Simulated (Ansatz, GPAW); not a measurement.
Te: GLLB-SC, run from Python

These are simulated results from GPAW 26.7.0, not measurements. The cell began as a database structure and was relaxed with r2SCAN+rVV10 in plane waves (Ansatz 0.2.0). All runs are without spin polarisation.

Space group P3_121 (No. 152), trigonal; a = 4.471 Å, c = 5.949 Å in the conventional setting, 34.33 Å³ an atom. Around Te lie 2 Te at 2.85 Å.

GLLB-SC is a model potential. Its fundamental gap is the Kohn-Sham gap plus a derivative discontinuity, which the script evaluates at the band edges among the listed k points. Its total energy isn't variational and serves nothing here.

run.py reads:

```python
import json
from ase import Atoms
from gpaw import GPAW, PW, FermiDirac

atoms = Atoms(['Te', 'Te', 'Te'],
              cell=[[4.471258, 0.0, 0.0], [-2.235629, 3.872223, 0.0], [0.0, 0.0, 5.948747]],
              scaled_positions=[[0.264192, 0.0, 0.333333], [0.0, 0.264192, 0.666667], [0.735808, 0.735808, 0.0]],
              pbc=True)
calc = GPAW(mode=PW(400), xc='GLLBSC', kpts={'size': (6, 6, 4), 'gamma': True},
            occupations=FermiDirac(0.02), maxiter=100, legacy_gpaw=True, txt='gpaw.txt')
atoms.calc = calc
res = {'energy': atoms.get_potential_energy(force_consistent=True)}
res['electrons'] = calc.get_number_of_electrons()
res['k'] = calc.get_ibz_k_points().tolist()
res['levels'] = [calc.get_eigenvalues(kpt=i).tolist() for i in range(len(res['k']))]
points = [[0.0, 0.0, 0.0], [0.5, 0.0, 0.0], [0.333333, 0.333333, 0.0], [0.0, 0.0, 0.5], [0.5, 0.0, 0.5], [0.333333, 0.333333, 0.5], [0.333333, 0.333333, 0.470052]]
bands = calc.fixed_density(kpts=points, symmetry='off', nbands=round(res['electrons']) // 2 + 6, convergence={'bands': -2}, txt='bands.txt')
res['points'] = [bands.get_eigenvalues(kpt=i).tolist() for i in range(len(points))]
homo, lumo = bands.get_homo_lumo()
potential = calc.hamiltonian.xc.response.calculate_discontinuity_potential(homo, lumo)
res['discontinuity'] = bands.hamiltonian.xc.response.calculate_discontinuity(potential)
json.dump(res, open('results.json', 'w'))
print('free energy (eV):', round(res['energy'], 5))
```

Command: `python run.py`. It took 31 s on 1 thread of Intel(R) Xeon(R) 6975P-C (Granite Rapids) (shared host), peak memory 0.2 GiB.

The log gpaw.txt, trimmed of paths, versions and times, then the last line on the terminal. An iter line gives the energy in eV and the logarithms of the changes of orbitals (plane waves alone) and density (c: converged):

```
___ ___ ___ _ _ _
 |   |   |_  | | | |

 | | | | | . | | | |

 |__ |  _|___|_____|  26.7.0
 |___|_|

Input parameters:
  kpts: {gamma: True,
         size: (6, 6, 4)}
  maxiter: 100
  mode: {ecut: 400.0,
         name: pw}
  occupations: {fixmagmom: False,
                name: fermi-dirac,
                width: 0.02}
  xc: GLLBSC

System changes: positions, numbers, cell, pbc, initial_charges, initial_magmoms

Initialize ...

species:
  Te:
    name:    Tellurium
    Z:       52.0
    valence: 6
    core:    46
    charge:  0.0  # [|e|]
    compensation charges:
      type: gauss
      rc: 0.36  # [Å]
      lmax: 2
    cutoffs:
      filter: 2.09  # [Å]
      core: 3.17  # [Å]
    projectors
    | kind |    occ | energy [eV] | rcut [Å] |

    |------|--------|-------------|----------|

    |   5s |  2.000 |     -17.259 |    1.180 |

    |   5p |  4.000 |      -8.515 |    1.196 |

    |    s |        |       9.952 |    1.180 |

    |    p |        |      18.697 |    1.196 |

    |    d |        |       0.000 |    1.238 |

    Using partial waves for Te as LCAO basis

Reference energy: -554135.180974  # eV

Spin-paired calculation

Convergence criteria:
 Maximum [total energy] change in last 3 cyles: 0.0005 eV / valence electron
 Maximum integral of absolute [dens]ity change: 0.0001 electrons / valence electron
 Maximum integral of absolute [eigenst]ate change: 4e-08 eV^2 / valence electron
 Maximum number of scf [iter]ations: 100
 (Square brackets indicate name in SCF output, whereas a 'c' in
 the SCF output indicates the quantity has converged.)

Symmetries present (total): 1

  ( 1  0  0)
  ( 0  1  0)
  ( 0  0  1)

144 k-points: 6 x 6 x 4 Monkhorst-Pack grid + [1/12,1/12,1/8]
76 k-points in the irreducible part of the Brillouin zone
       k-points in crystal coordinates                weights
   0:     0.00000000    0.00000000    0.00000000          1/144
   1:     0.00000000    0.00000000    0.25000000          2/144
   2:     0.00000000    0.00000000    0.50000000          1/144
   3:     0.00000000    0.16666667   -0.25000000          2/144
   4:     0.00000000    0.16666667    0.00000000          2/144
   5:     0.00000000    0.16666667    0.25000000          2/144
   6:     0.00000000    0.16666667    0.50000000          2/144
   7:     0.00000000    0.33333333   -0.25000000          2/144
   8:     0.00000000    0.33333333    0.00000000          2/144
   9:     0.00000000    0.33333333    0.25000000          2/144
          ...
  75:     0.50000000    0.50000000    0.50000000          1/144

Wave functions: Plane wave expansion
  Cutoff energy: 400.000 eV
  Number of coefficients (min, max): 1852, 1916
  Pulay-stress correction: 0.000000 eV/Ang^3 (de/decut=0.000000)
  Using FFTW library
  ScaLapack parameters: grid=1x1, blocksize=None
  Wavefunction extrapolation:
    Improved wavefunction reuse through dual PAW basis

Occupation numbers: Fermi-Dirac:
  width: 0.0200  # eV

Eigensolver
   Davidson(niter=2)

Densities:
  Coarse grid: 21*21*28 grid
  Fine grid: 42*42*56 grid
  Total Charge: 0.000000

Density mixing:
  Method: separate
  Backend: msr1
  Linear mixing parameter: 0.05
  old densities: 10
  Width of damping distribution: 1.1
  Damping of long wavelength oscillations: 20

Hamiltonian:
  XC and Coulomb potentials evaluated on a 42*42*56 grid
  Using the GLLBSC Exchange-Correlation functional
  External potential:
    NoExternalPotential

XC parameters: GLLBSC functional being used consists of
  -----------------------------------------------------------------------
  | Weight | Module     | Description                                   |

  -----------------------------------------------------------------------
  |  1.000 | SCREENING  | GGA_X_PBE_SOL with 2 nearest neighbor stencil |

  |  1.000 | RESPONSE   | eps=0.0500 eV                                 |

  |  1.000 | XC         | GGA_C_PBE_SOL with 2 nearest neighbor stencil |

  -----------------------------------------------------------------------

Memory estimate:
  Process memory now: 118.00 MiB
  Calculator: 53.57 MiB
    Density: 6.31 MiB
      Arrays: 2.45 MiB
      Localized functions: 1.98 MiB
      Mixer: 1.88 MiB
    Hamiltonian: 1.64 MiB
      Arrays: 1.60 MiB
      XC: 0.00 MiB
      Poisson: 0.00 MiB
      vbar: 0.04 MiB
    Wavefunctions: 45.61 MiB
      Arrays psit_nG: 26.66 MiB
      Eigensolver: 0.52 MiB
      Projections: 0.54 MiB
      Projectors: 15.19 MiB
      PW-descriptor: 2.69 MiB

Total number of cores used: 1

Number of atoms: 3
Number of atomic orbitals: 12
Number of bands in calculation: 12
Number of valence electrons: 18
Bands to converge: occupied

... initialized

Initializing position-dependent things.

Density initialized from atomic densities
Creating initial wave functions:
  12 bands from LCAO basis set
Positions:
   0 Te     1.181271    0.000000    1.982914    ( 0.0000,  0.0000,  0.0000)
   1 Te    -0.590635    1.023010    3.965833    ( 0.0000,  0.0000,  0.0000)
   2 Te     1.644994    2.849213    0.000000    ( 0.0000,  0.0000,  0.0000)

Unit cell:
           periodic     x           y           z      points  spacing
  1. axis:    yes    4.471258    0.000000    0.000000    21     0.1844
  2. axis:    yes   -2.235629    3.872223    0.000000    21     0.1844
  3. axis:    yes    0.000000    0.000000    5.948747    28     0.2125

  Lengths:   4.471258   4.471258   5.948747
  Angles:   90.000000  90.000000 120.000000

Effective grid spacing dv^(1/3) = 0.2028

iter:   1   -10.041310
iter:   2   -10.586362   -0.87  -1.22
iter:   3   -21.094641   -0.23  -1.09
iter:   4   -10.771745   -0.49  -1.01
iter:   5   -11.165702   -2.24  -1.24
iter:   6   -11.627329   -2.61  -1.27
iter:   7   -11.475994   -3.25  -1.14
iter:   8   -11.163829   -2.18  -1.25
iter:   9   -11.167264   -3.26  -2.54
iter:  10   -11.183320   -4.15  -2.45
iter:  11   -11.186819   -4.56  -2.87
iter:  12   -11.185024c  -5.09  -3.54
iter:  13   -11.182309c  -5.37  -3.38
iter:  14   -11.176706c  -5.73  -3.81
iter:  15   -11.175248c  -6.23  -3.77
iter:  16   -11.176254c  -6.72  -4.35c
iter:  17   -11.174586c  -7.10  -4.42c
iter:  18   -11.174898c  -7.67c -4.76c

Converged after 18 iterations.

Energy contributions relative to reference atoms: (reference = -554135.180974)

Kinetic:        +51.194175
Potential:      -46.047810
External:        +0.000000
XC:             -13.960626
Entropy (-ST):   -0.000008
Local:           -2.360633
SIC:             +0.000000
--------------------------
Free energy:    -11.174902
Extrapolated:   -11.174898

GLLBSC response reference energy: 5.02851 eV (from HOMO)

Showing only first 2 kpts
 Kpt  Band  Eigenvalues  Occupancy
  0     7      3.38663    2.00000
  0     8      4.24414    2.00000
  0     9      6.16108    0.00000
  0    10      6.16109    0.00000

  1     7      3.60028    2.00000
  1     8      4.19055    2.00000
  1     9      5.87507    0.00000
  1    10      5.87520    0.00000

Fermi level: 5.18318

Gap: 0.295 eV
Transition (v -> c):
  (s=0, k=57, n=8, [0.33, 0.33, 0.50]) -> (s=0, k=57, n=9, [0.33, 0.33, 0.50])
No difference between direct/indirect transitions

free energy (eV): -11.1749
```

The gap in the log is over the mesh alone; results.json adds the listed points. GLLB-SC gives a gap of 0.38 eV (0.264 eV Kohn-Sham over the listed points plus 0.114 eV discontinuity). On the same cell, plane-wave PBE (Ansatz, 6×6×4 k points and the special points) gives a gap of 0.15 eV and r2SCAN a gap of 0.33 eV; on shared hosts these took about 3.5 and 7.8 core-seconds on the 3-atom cell, against 31 for the script. Spin-orbit coupling, left out in all these runs, can cut or reorder the gap by tenths of an eV, up to about 1 eV with Pb or Bi.

Spin-orbit coupling is left out, which matters wherever the heavy atoms make up the band edges.
